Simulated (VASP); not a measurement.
# Cu in VASP: relaxation of the atoms with LDA

Aim: the relaxation of the atoms of Cu with LDA.

Everything below comes from runs of VASP 6.6.1. Logs are shortened: lines on timing, memory, paths and dates and some standing lists are left out, and cuts for length are marked.

## Step 1: The structure

The cell holds a slab with vacuum, 9 atoms: a = 2.491 Å, b = 2.491 Å, c = 29.092 Å, α = 90.00°, β = 90.00°, γ = 90.00°.

The cell was built by a generator and needn't be a form met in nature.

## Step 2: Relaxation of the atoms, LDA

File INCAR:

```
SYSTEM = Cu
ALGO     = Normal         ! electronic algorithm
EDIFF    = 1E-6           ! SCF threshold, eV
EDIFFG   = -0.01          ! ionic threshold
ENCUT    = 520            ! plane-wave cutoff, eV
GGA      = CA             ! functional
IBRION   = 2              ! ionic algorithm
ISIF     = 2              ! what is computed and relaxed
ISMEAR   = 1              ! smearing method
KPAR     = 8            
LASPH    = .True.         ! aspherical terms in the spheres
LCHARG   = .False.        ! write CHGCAR
LREAL    = .False.        ! projectors in reciprocal space
LWAVE    = .False.        ! write WAVECAR
NELM     = 80             ! most SCF steps
NSW      = 40             ! ionic steps
PREC     = Accurate       ! precision mode
SIGMA    = 0.2            ! smearing width, eV
```

File KPOINTS:

```
k-points
0
Gamma
  18 18 1
  0 0 0
```

File POSCAR:

```
Cu
1.0
    2.4911371901      0.0000000000      0.0000000000
    0.0000000000      2.4911371901      0.0000000000
    0.0000000000      0.0000000000     29.0920000000
Cu
9
Direct
    0.0000000000      0.0000000000      0.2578028324
    0.5000000000      0.5000000000      0.3183521243
    0.0000000000      0.0000000000      0.3789014162
    0.5000000000      0.5000000000      0.4394507081
    0.0000000000      0.0000000000      0.5000000000
    0.5000000000      0.5000000000      0.5605492919
    0.0000000000      0.0000000000      0.6210985838
    0.5000000000      0.5000000000      0.6816478757
    0.0000000000      0.0000000000      0.7421971676
```

Potentials or basis: VASP PAW LDA potentials, release 64 (Cu).

Started as:

```console
cat potpaw_LDA.64/Cu/POTCAR > POTCAR
mpirun -np 8 vasp_std > vasp.out
```

OUTCAR:

```text
SYSTEM = Cu
   EDIFF = 1E-6
   EDIFFG = -0.01
   ENCUT = 520
   GGA = CA
   IBRION = 2
   ISIF = 2
   ISMEAR = 1
   LASPH = .True.
   LREAL = .False.
   NELM = 80
   NSW = 40
   PREC = Accurate

 ion  position               nearest neighbor table
   1  0.000  0.000  0.258-   2 2.49   2 2.49   2 2.49   2 2.49
   2  0.500  0.500  0.318-   1 2.49   1 2.49   1 2.49   1 2.49   3 2.49   3 2.49   3 2.49   3 2.49

   3  0.000  0.000  0.379-   4 2.49   4 2.49   4 2.49   4 2.49   2 2.49   2 2.49   2 2.49   2 2.49

   4  0.500  0.500  0.439-   3 2.49   3 2.49   3 2.49   3 2.49   5 2.49   5 2.49   5 2.49   5 2.49

   5  0.000  0.000  0.500-   4 2.49   6 2.49   4 2.49   6 2.49   4 2.49   6 2.49   4 2.49   6 2.49

   6  0.500  0.500  0.561-   7 2.49   7 2.49   7 2.49   7 2.49   5 2.49   5 2.49   5 2.49   5 2.49

   7  0.000  0.000  0.621-   6 2.49   6 2.49   6 2.49   6 2.49   8 2.49   8 2.49   8 2.49   8 2.49

   8  0.500  0.500  0.682-   9 2.49   9 2.49   9 2.49   9 2.49   7 2.49   7 2.49   7 2.49   7 2.49

   9  0.000  0.000  0.742-   8 2.49   8 2.49   8 2.49   8 2.49

  LATTYP: Found a simple tetragonal cell.
 ALAT       =     2.4911371901
 C/A-ratio  =    11.6782006690

  Lattice vectors:

 A1 = (   2.4911371901,   0.0000000000,   0.0000000000)
 A2 = (   0.0000000000,   2.4911371901,   0.0000000000)
 A3 = (   0.0000000000,   0.0000000000,  29.0920000000)

Analysis of symmetry for initial positions (statically):
=====================================================================
 Subroutine PRICEL returns:
 Original cell was already a primitive cell.

 Routine SETGRP: Setting up the symmetry group for a
 simple tetragonal supercell.

 Subroutine GETGRP returns: Found 16 space group operations
 (whereof 16 operations were pure point group operations)
 out of a pool of 16 trial point group operations.

The static configuration has the point symmetry D_4h.

Analysis of symmetry for dynamics (positions and initial velocities):
=====================================================================
 Subroutine PRICEL returns:
 Original cell was already a primitive cell.

 Routine SETGRP: Setting up the symmetry group for a
 simple tetragonal supercell.

 Subroutine GETGRP returns: Found 16 space group operations
 (whereof 16 operations were pure point group operations)
 out of a pool of 16 trial point group operations.

The dynamic configuration has the point symmetry D_4h.

 Subroutine INISYM returns: Found 16 space group operations
 (whereof 16 operations are pure point group operations),
 and found     1 'primitive' translations

----------------------------------------------------------------------------------------

                                     Primitive cell

  volume of cell :     180.5381

  direct lattice vectors                    reciprocal lattice vectors
     2.491137190  0.000000000  0.000000000     0.401423095  0.000000000  0.000000000
     0.000000000  2.491137190  0.000000000     0.000000000  0.401423095  0.000000000
     0.000000000  0.000000000 29.092000000     0.000000000  0.000000000  0.034373711

  length of vectors
     2.491137190  2.491137190 29.092000000     0.401423095  0.401423095  0.034373711

  position of ions in fractional coordinates (direct lattice)
     0.000000000  0.000000000  0.257802832
     0.500000000  0.500000000  0.318352124
     0.000000000  0.000000000  0.378901416
     0.500000000  0.500000000  0.439450708
     0.000000000  0.000000000  0.500000000
     0.500000000  0.500000000  0.560549292
     0.000000000  0.000000000  0.621098584
     0.500000000  0.500000000  0.681647876
     0.000000000  0.000000000  0.742197168

  ion indices of the primitive-cell ions
   primitive index   ion index
                 1           1
                 2           2
                 3           3
                 4           4
                 5           5
                 6           6
                 7           7
                 8           8
                 9           9

----------------------------------------------------------------------------------------

 KPOINTS: k-points

Automatic generation of k-mesh.
 Grid dimensions read from file:
 generate k-points for:   18   18    1

 Generating k-lattice:

  Cartesian coordinates                     Fractional coordinates (reciprocal lattice)
     0.022301283  0.000000000  0.000000000     0.055555556  0.000000000  0.000000000
     0.000000000  0.022301283  0.000000000     0.000000000  0.055555556  0.000000000
     0.000000000  0.000000000  0.034373711     0.000000000  0.000000000  1.000000000

  Length of vectors
     0.022301283  0.022301283  0.034373711

  Shift w.r.t. Gamma in fractional coordinates (k-lattice)
     0.000000000  0.000000000  0.000000000

 Subroutine IBZKPT returns following result:
 ===========================================

 Found     55 irreducible k-points:

 Following reciprocal coordinates:
            Coordinates               Weight
  0.000000  0.000000  0.000000      1.000000
  0.055556  0.000000  0.000000      4.000000
  0.111111  0.000000  0.000000      4.000000
  0.166667  0.000000  0.000000      4.000000
  0.222222  0.000000  0.000000      4.000000
  0.277778  0.000000  0.000000      4.000000
[... 16 lines left out ...]
  0.277778  0.111111  0.000000      8.000000
  0.333333  0.111111  0.000000      8.000000
 [... further k-points ...]
   k-points           NKPTS =     55   k-points in BZ     NKDIM =     55   number of bands    NBANDS=     59
   number of dos      NEDOS =    301   number of ions     NIONS =      9
   total plane-waves  NPLWV =  86400
   dimension x,y,z NGX =    20 NGY =   20 NGZ =  216
   dimension x,y,z NGXF=    40 NGYF=   40 NGZF=  432
   ions per type =               9
   NGX,Y,Z   is equivalent  to a cutoff of  13.35, 13.35, 12.34 a.u.
   NGXF,Y,Z  is equivalent  to a cutoff of  26.69, 26.69, 24.69 a.u.
 SYSTEM =  Cu
   PREC   = accura    normal or accurate (medium, high low for compatibility)
   ISTART =      0    job   : 0-new  1-cont  2-samecut
   ICHARG =      2    charge: 1-file 2-atom 10-const
   ISPIN  =      1    spin polarized calculation?
   LNONCOLLINEAR =      F non collinear calculations
   LSORBIT =      F    spin-orbit coupling
   LASPH  =      T    aspherical Exc in radial PAW
   ENCUT  =  520.0 eV  38.22 Ry    6.18 a.u.   4.63  4.63 54.09*2*pi/ulx,y,z
   NELM   =     80;   NELMIN=  2; NELMDL= -5     # of ELM steps
   EDIFF  = 0.1E-05   stopping-criterion for ELM
   LREAL  =      F    real-space projection
   EDIFFG = -.1E-01   stopping-criterion for IOM
   NSW    =     40    number of steps for IOM
   IBRION =      2    ionic relax: 0-MD 1-quasi-New 2-CG
   NFREE  =      1    steps in history (QN), initial steepest desc. (CG)
   ISIF   =      2    stress and relaxation
   ISYM   =      2    0-nonsym 1-usesym 2-fastsym
   POTIM  = 0.5000    time-step for ionic-motion
   TEBEG  =    0.0;   TEEND  =   0.0 temperature during run
   PSTRESS=    0.0 pullay stress
   NELECT =      99.0000    total number of electrons
   NUPDOWN=      -1.0000    fix difference up-down
   EMIN   =  10.00;   EMAX   =-10.00  energy-range for DOS
   EFERMI =   0.00;   METHOD = LEGACY
   ISMEAR =     1;   SIGMA  =   0.20  broadening in eV -4-tet -1-fermi 0-gaus
   EFERMI_NEDOS =   21; number of points for ismear=-14 and -15
   IALGO  =     38    algorithm
   IMIX   =      4    mixing-type and parameters
     AMIX     =   0.40;   BMIX     =  1.00
     AMIX_MAG =   1.60;   BMIX_MAG =  1.00
  volume/ion in A,a.u.               =      20.06       135.37
  Fermi-wavevector in a.u.,A,eV,Ry     =   1.339976  2.532187 24.429737  1.795535
  Thomas-Fermi vector in A             =   2.468325
   LORBIT       =      0    0 simple, 1 ext, 2 COOP (PROOUT), +10 PAW based schemes
   GGA     = CA    functional components
   LHFCALC =     F    Hartree Fock is set to
   AEXX    =    0.0000 exact exchange contribution
   IVDW    =     0    specifies the selected vdW correction
   LEPSILON=     F    determine dielectric tensor
   LRPA    =     F    only Hartree local field effects (RPA)
 conjugate gradient relaxation of ions
 non-spin polarized calculation
 Methfessel and Paxton  Order N= 1 SIGMA  =   0.20
  energy-cutoff  :      520.00
  volume of cell :      180.54
 maximum number of plane-waves:      4949
 NGX is ok and might be reduce to    20
   NGX =  9   NGY =  9   NGZ =109

--------------------------------------- Ionic step        1  -------------------------------------------

 number of electron      99.0000122 magnetization

 Free energy of the ion-electron system (eV)
  ---------------------------------------------------
  ext. energy  EPLUGINS =         0.00000000
  ---------------------------------------------------
  free energy    TOTEN  =       -40.82775386 eV

  energy without entropy =      -40.81827882  energy(sigma->0) =      -40.82459551

------------------------ aborting loop because EDIFF is reached ----------------------------------------

  FORCE on cell =-STRESS in cart. coord.  units (eV):
  Direction    XX          YY          ZZ          XY          YZ          ZX
  --------------------------------------------------------------------------------------
  -------------------------------------------------------------------------------------
  Total       -2.0780005     -2.0780005     -0.7764016      0.0000000     -0.0000000     -0.0000000
  in kB      -18.4411228    -18.4411228     -6.8901414      0.0000000     -0.0000000     -0.0000000
  external PRESSURE =     -14.5907957 kB  Pullay stress =       0.0000000 kB
[... 243 lines left out ...]
  energy  without entropy=      -40.8314692955  energy(sigma->0) =      -40.83732006

--------------------------------------- Ionic step        7  -------------------------------------------

 number of electron      99.0000108 magnetization

 Free energy of the ion-electron system (eV)
  ---------------------------------------------------
  ext. energy  EPLUGINS =         0.00000000
  ---------------------------------------------------
  free energy    TOTEN  =       -40.84030351 eV

  energy without entropy =      -40.83155363  energy(sigma->0) =      -40.83738688

 E-fermi :   2.3574     XC(G=0):  -8.0724

 val. band max:        2.3567591188   @ k =   0.5000   0.1667   0.0000
 cond. band min:       2.3610122183   @ k =   0.4444   0.2222   0.0000
 fundamental gap:      0.0042530995
 Fermi energy:         2.3573856590

 k-point     1 :       0.0000    0.0000    0.0000
  band No.  band energies     occupation
      1      -7.4467      2.00000
      2      -7.0388      2.00000
      3      -6.3730      2.00000
      4      -5.4640      2.00000
      5      -4.4288      2.00000
      6      -3.5244      2.00000
[... 1477 lines left out ...]
     58       8.1177      0.00000
     59       8.6390      0.00000

 [... further k-points ...]
[... 5 lines left out ...]
  --------------------------------------------------------------------------------------
  -------------------------------------------------------------------------------------
  Total       -1.6745229     -1.6745229     -0.2910671      0.0000000      0.0000000      0.0000000
  in kB      -14.8604786    -14.8604786     -2.5830620      0.0000000      0.0000000      0.0000000
  external PRESSURE =     -10.7680064 kB  Pullay stress =       0.0000000 kB
[... 24 lines left out ...]
  FREE ENERGIE OF THE ION-ELECTRON SYSTEM (eV)
  ---------------------------------------------------
  free  energy   TOTEN  =       -40.8403035105 eV

  energy  without entropy=      -40.8315536333  energy(sigma->0) =      -40.83738688

 reached required accuracy - stopping structural energy minimisation
```

Wall time 8.1 min (8 MPI ranks of Intel Xeon Platinum 8488C (Sapphire Rapids), shared host); peak memory 0.54 GiB.

Results:

```
Free energy                  : -40.8403 eV
Energy gained by relaxing    : 1.4 meV/atom
Ionic steps                  : 7
Largest force after relaxing : 0.008 eV/Å
Band gap on the k mesh       : none (metal or under the smearing width)
```

Forces in eV/Å, atoms in the order of the input:
```
Cu   0.000  0.000  0.005
Cu   0.000  0.000  0.008
Cu   0.000  0.000  0.007
Cu   0.000  0.000 -0.004
Cu   0.000  0.000  0.000
Cu   0.000  0.000  0.004
Cu   0.000  0.000 -0.007
Cu   0.000  0.000 -0.008
Cu   0.000  0.000 -0.005
```

Step by step:
```tsv
step	energy change (eV)	largest force (eV/Å)	pressure (GPa)
1	0.0000	0.2586	-1.46
2	-0.0087	0.1342	-1.38
3	-0.0111	0.0808	-1.24
4	-0.0119	0.0377	-1.17
5	-0.0123	0.0402	-1.11
6	-0.0125	0.0158	-1.08
7	-0.0125	0.0085	-1.08
```

Final structure:
```
Cu
1.0
     2.49114    0.00000    0.00000
     0.00000    2.49114    0.00000
     0.00000    0.00000   29.09200
Cu
9
Direct
  0.00000 0.00000 0.25888
  0.50000 0.50000 0.31768
  0.00000 0.00000 0.37859
  0.50000 0.50000 0.43932
  0.00000 0.00000 0.50000
  0.50000 0.50000 0.56068
  0.00000 0.00000 0.62141
  0.50000 0.50000 0.68232
  0.00000 0.00000 0.74112
```

Levels at points of the mesh, in eV from the Fermi level:
| k point | band 48 | band 49 | band 50 | band 51 | band 52 | band 53 |
| --- | --- | --- | --- | --- | --- | --- |
| (0.00, 0.00, 0.00) | -1.63 | -1.57 | -1.57 | -1.57 | -1.57 | -0.60 |
| (0.50, 0.00, 0.00) | -0.55 | -0.45 | -0.35 | -0.28 | -0.26 | -0.07 |
| (0.50, 0.50, 0.00) | 2.56 | 2.56 | 3.65 | 3.65 | 4.96 | 4.96 |
